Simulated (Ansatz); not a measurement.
# SnO2: the cost of one run

Method: DFT r2SCAN, scalar-relativistic, plane waves, PAW, in Ansatz 0.2.0.

1 further run of the same task is left out (set aside as unsound or not needed). Runs told in other sessions of the task aren't counted.

## 1. The system as given

The structure is tetragonal, space group P4_2/mnm (No. 136). The conventional cell has a = 4.760 Å, b = 4.760 Å, c = 3.201 Å, α = 90.00°, β = 90.00°, γ = 90.00°. Sn (site symmetry mmm) is surrounded by 6 O at 2.06 to 2.07 Å. O (site symmetry m2m) has 3 Sn at 2.06 to 2.07 Å in its first shell of neighbours.

As a file:

```
CELL_PARAMETERS angstrom
4.76022 0.00000 0.00000
0.00000 4.76022 0.00000
0.00000 0.00000 3.20057
ATOMIC_POSITIONS crystal
Sn 0.00000 0.00000 0.00000
Sn 0.50000 0.50000 0.50000
O 0.30589 0.30589 0.00000
O 0.19411 0.80589 0.50000
O 0.69411 0.69411 0.00000
O 0.80589 0.19411 0.50000
```

This cell was relaxed beforehand with the same method: volume 12.09 Å³/atom, gap on the mesh 1.77 eV.

## 2. The reference cell

Reference values: F = -14352.4280 eV; pressure -0.01 GPa; largest force 0.002 eV/Å; gap on the mesh 1.77 eV. It was computed beforehand with the settings of the runs below.

## 3. The scan: a frozen normal mode

Mode 6 of the phonon run on this cell, counted from the lowest, is frozen in: each atom moves by x times its row below, so x is the largest displacement.

```
atom      ux      uy     uz
 Sn1   0.012   0.012  0.000
 Sn2  -0.219  -0.219  0.000
  O3   0.062   0.062  0.000
  O4   0.707   0.707  0.000
  O5   0.062   0.062  0.000
  O6   0.707   0.707  0.000
```

## 4. At x = -0.120 Å

File input.yaml:

```yaml
crystal:
  lattice:
    - [4.7602164759, 0.0, 0.0]
    - [0.0, 4.7602164759, 0.0]
    - [0.0, 0.0, 3.2005650981]
  atoms:
    - { symbol: Sn, position: [-0.0002987063, -0.0002987063, 0.0] }
    - { symbol: Sn, position: [0.5055272966, 0.5055272966, 0.5] }
    - { symbol: O, position: [0.3043212604, 0.3043212604, 0.0] }
    - { symbol: O, position: [0.1762810909, 0.7880680877, 0.5] }
    - { symbol: O, position: [0.6925342636, 0.6925342636, 0.0] }
    - { symbol: O, position: [0.7880680877, 0.1762810909, 0.5] }
basis:
  ecutwfc: 500
kpoints:
  mp_grid: { grid: [6, 6, 8] }
hamiltonian:
  xc: r2scan
scf:
  occupations: { method: gaussian, width: 0.05 }
output:
  forces: true
  stress: true
  eigenvalues: true
```

Command:

```sh
$ ansatz run input.yaml --threads 2 --pin off --max-ram 5120MiB --backend cpu --events-out ev --progress --plain --runs-dir out
```

Q: Estimate wall time and peak memory on 2 threads of Intel Xeon at 2.70GHz, shared host.

About 11 s, with a peak of 0.54 GiB.
